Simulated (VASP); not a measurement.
The system is MnF2.

```
Mn F
1.0
     4.87380    0.00000    0.00000
     0.00000    4.87380    0.00000
     0.00000    0.00000    3.31070
Mn F
2 4
Direct
  0.50000 0.50000 0.50000
  0.00000 0.00000 0.00000
  0.80530 0.19470 0.50000
  0.69470 0.69470 0.00000
  0.19470 0.80530 0.50000
  0.30530 0.30530 0.00000
```

```yaml
Program: VASP 6.6.1
Task: relaxation of cell and atoms
Functional: PW91
Potentials_or_basis: VASP PAW PBE potentials, release 64 (Mn_pv, F)
Cutoff: 600 eV
k_mesh: 5 × 5 × 6
Occupations: fermi-dirac, width 0.05 eV
Spin: collinear spin, ferromagnetic start
Starting_moments: "[4.0, 4.0, 0.0, 0.0, 0.0, 0.0] μB"
```

At the start: pressure 3.2 GPa; volume 13.11 Å³/atom.

Question: How do energy, volume and symmetry change on relaxing?

Answer: Over 6 steps the energy falls by 4.5 meV/atom and the volume is 13.57 Å³/atom (+3.5 %); space group P4_2/mnm (No. 136, to 0.05 Å); moment 10.00 μB per cell.

The path:
```tsv
step	energy change (eV)	largest force (eV/Å)	pressure (GPa)	volume (Å³)
1	0.0000	0.0392	3.22	78.64
2	-0.0258	0.0154	-0.40	81.68
3	-0.0263	0.0094	0.03	81.30
4	-0.0263	0.0102	-0.04	81.35
5	-0.0266	0.0066	-0.06	81.39
6	-0.0269	0.0012	-0.04	81.43
```

Final structure:
```xyz
6
Lattice="4.9365 0.0000 0.0000 0.0000 4.9365 0.0000 0.0000 0.0000 3.3417" Properties=species:S:1:pos:R:3 pbc="T T T"
Mn    2.4682    2.4682    1.6708
Mn    0.0000    4.9365    0.0000
F     3.9748    0.9617    1.6708
F     3.4299    3.4299    0.0000
F     0.9617    3.9748    1.6708
F     1.5066    1.5066    3.3417
```

Caveat: the PAW data sets were made with another functional, which shifts forces and pressure a little; only a ferromagnetic start was run, and an antiferromagnetic order may lie lower in energy.
